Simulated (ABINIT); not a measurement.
Input of an ABINIT 10.8.3 (patched build) run:

The input run.abi:

```
ndtset 7
getwfk -1
scalecart1 3*0.9795861087
scalecart2 3*0.9864848297
scalecart3 3*0.9932883884
scalecart4 3*1.0000000000
scalecart5 3*1.0066227096
scalecart6 3*1.0131594038
scalecart7 3*1.0196128224

pp_dirpath "./"
pseudos "Se.GGA_PBE-JTH.xml, Mg.GGA_PBE-JTH.xml"

acell 7.2838341955 7.2838341955 7.2838341955
rprim
     0.0000000000     0.7071067812     0.7071067812
     0.7071067812     0.0000000000     0.7071067812
     0.7071067812     0.7071067812     0.0000000000
ntypat 2
znucl 34 12
natom 2
typat 1 2
xred
     0.5000000000     0.5000000000     0.5000000000
     0.0000000000     0.0000000000     0.0000000000

ecut 19.0
pawecutdg 38.0
pawxcdev 0

kptopt 1
ngkpt 8 8 8
nshiftk 1
shiftk 0.0 0.0 0.0

ixc 11
vdw_xc 7

nband 12
occopt 3
tsmear 0.05 eV

nstep 100
tolvrs 1.0e-9

iomode 3
prtwf 1
prtden 0
prteig 0
prtebands 0
```

Potentials or basis: JTH PAW PBE v2.0.

The run is started by

```sh
$ abinit run.abi > log 2>&1
```

**Question.** Predict the pressure derivative of the bulk modulus.

**Answer.** 4.2 (rough: it moves with the points fitted).

**Question.** Predict the bulk modulus.

**Answer.** 68 GPa.

Energy against volume, from the lowest point:
| volume (Å³/atom) | energy (meV/atom) |
| --- | --- |
| 19.031 | 10.28 |
| 19.436 | 3.27 |
| 19.841 | 0.00 |
| 20.246 | 0.59 |
| 20.651 | 4.46 |
| 21.056 | 11.19 |
| 21.461 | 20.54 |

Caveat: pressures at fixed basis lie under the slope of the energies.
